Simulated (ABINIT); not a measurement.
An input for ABINIT 10.8.3 (CdTe (F-43m)):

```
acell 3*1.0 Angstrom
rprim 
  0.000000000000 3.240000000000 3.240000000000
  3.240000000000 0.000000000000 3.240000000000
  3.240000000000 3.240000000000 0.000000000000
ntypat 2
znucl 48 52
natom 2
typat 1 2
xred 
  0.000000000000 0.000000000000 0.000000000000
  0.250000000000 0.250000000000 0.250000000000
pp_dirpath "pseudos"
pseudos "Cd.upf, Te.upf"
ecut 47
ngkpt 4 4 4
nshiftk 1
shiftk 0 0 0
kptopt 1
chksymbreak 0
istwfk *1
occopt 1
irdwfk 1
optdriver 4
nband 200
gwcalctyp 10
ecutsigx 47
symsigma 1
nkptgw 8
kptgw 
  0.0000000000 0.0000000000 0.0000000000
  0.2500000000 0.0000000000 0.0000000000
  0.5000000000 0.0000000000 0.0000000000
  0.2500000000 0.2500000000 0.0000000000
  0.5000000000 0.2500000000 0.0000000000
  -0.2500000000 0.2500000000 0.0000000000
  0.5000000000 0.5000000000 0.0000000000
  -0.2500000000 0.5000000000 0.2500000000
bdgw 
  15 27
  15 27
  15 27
  15 27
  15 27
  15 27
  15 27
  15 27
ecuteps 6
irdscr 1
ppmodel 1
irdqps 1
indata_prefix "in"
outdata_prefix "out"
tmpdata_prefix "tmp"
```

```sh
OMP_NUM_THREADS=1 mpirun -n 8 abinit run.abi > log
```

**Question.** How long will it take on 8 MPI ranks of Arm Neoverse N1, shared host, and how much memory?

It took 11 min; on shared hardware allow 5.6 min to 22 min. Peak host memory was 4.4 GiB.

[Paths, hosts, dates, memory and timing lines, banners, echoed tables and standing remarks are left out of the program output.]

[Logs are printed without paths, hosts, clocks, repeated set-up lines and the standing remarks that a program may print on its own settings, such as how far it seeks lower states.]

[Runs of the session that timed out or met a known fault of the program may be left out.]

[No measured gap is set beside runs whose start may be inverted or whose files or cutoffs have a known fault.]

[Hosts, paths, dates, database ids (printed as entryN), source tags and the programs' standing remarks are cut or masked in the printed files.]

[G0W0 gaps are taken among the corrected bands and points alone; a level outside them can change the order at an edge.]

[Where Ansatz stands beside ABINIT at settings called matched, ABINIT's density can come from a denser mesh and the files from another edition; pairs whose starting gaps differed by over 0.03 eV were left out, so agreement reads better than it is.]
